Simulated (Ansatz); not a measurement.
Runs of Ansatz 0.2.0 on TiB2. The structure is hexagonal, space group P6/mmm (No. 191). The conventional cell has a = 3.029 Å, b = 3.029 Å, c = 3.228 Å, α = 90.00°, β = 90.00°, γ = 120.00°. Ti (site symmetry 6/mmm) is surrounded by 12 B at 2.38 Å. Around B (site symmetry -6m2) lie 3 B at 1.75 Å. 

```tsv
level	cutoff (eV)	gap on the mesh (eV)	pressure (GPa)
PBE	420	none	0.5
revPBE	420	none	3.9
LDA	420	none	-11.0
BLYP	420	none	6.8
r2SCAN0	500	none	(b)
RPBE	420	none	5.1
HSE06	420	none	(a)
PBEsol	420	none	-4.9
```

Alike in all rows: task projected density of states; potentials or basis Ansatz PAW; no spin polarisation; cell as given; k mesh 6 × 6 × 5; smearing fermi-dirac 0.05 eV; the mesh is coarse, so values aren't converged.

Question: Fill in the values left out.

Answer: (a) -4.5; (b) -5.6.

Caveats: all runs use coarse meshes; the density of states is complete only up to the lowest level of the last band computed; the PAW data sets come from PBE, with cores solved anew for the run's functional, which leaves a small shift of forces and pressure (some runs); the thresholds are loose for stress (some runs).

A gap of «none» marks a metal or a gap under the smearing width.
